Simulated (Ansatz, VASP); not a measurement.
InPd: VASP beside Ansatz

The input INCAR:

```
SYSTEM = InPd
ALGO = Normal
EDIFF = 1E-7
ENCUT = 520
GGA = PE
ISIF = 2
ISMEAR = -1
LASPH = .True.
LCHARG = .False.
LREAL = .False.
LWAVE = .False.
NBANDS = 18
NELM = 80
PREC = Accurate
SIGMA = 0.05
```

File KPOINTS:

```
k-points
0
Gamma
  8 8 8
  0 0 0
```

File POSCAR:

```
InPd
1.0
    3.2718847800      0.0000000000      0.0000000000
    0.0000000000      3.2718847800      0.0000000000
    0.0000000000      0.0000000000      3.2718847800
In Pd
1 1
Direct
   -0.0067690000      0.0003210000      0.0083760000
    0.4891010000      0.5068780000      0.4918490000
```

Contents of input.yaml:

```yaml
crystal:
  lattice:
    - [3.27188478, 0.0, 0.0]
    - [0.0, 3.27188478, 0.0]
    - [0.0, 0.0, 3.27188478]
  atoms:
    - { symbol: In, position: [-0.006769, 0.000321, 0.008376] }
    - { symbol: Pd, position: [0.489101, 0.506878, 0.491849] }
hamiltonian:
  xc: pbe
  pseudopotentials: { kind: paw }
kpoints:
  mp_grid: { grid: [8, 8, 8] }
scf:
  occupations: { method: fermi_dirac, width: 0.05 }
output:
  forces: true
  stress: true
  eigenvalues: true
  write_density: true
  write_potential: true
  elf: true
  volumetric_format: npy
```

Change from the starting cell: atoms moved at random, drawn with an rms of 0.05 Å.

Alike in both runs: task single point; functional PBE; k mesh 8 × 8 × 8; occupations fermi-dirac, width 0.05 eV; no spin polarisation.

```csv
,VASP,Ansatz
version,VASP 6.6.1,Ansatz 0.2.0
potentials or method,"VASP PAW PBE potentials, release 64 (In_d, Pd)",Ansatz PAW
plane-wave cutoff (eV),520,420
valence electrons in the cell,23,31
```

```csv
,VASP,Ansatz,Ansatz less VASP
gap on the k mesh at the Fermi level (eV),none,none,-
pressure (GPa),3.9,3.8,-0.05
largest component of the traceless stress (GPa),0.11,0.11,-0.001
rms of the force components (eV/Å),0.146,0.144,-0.0016
```

Atom by atom the forces differ by 0.002 eV/Å (rms over components). A gap of «none» marks a metal or a gap that the smearing closes. The functional is the same, so the differences come from potentials, cutoffs and numerics. The two sets of potentials don't hold the same shells in valence.
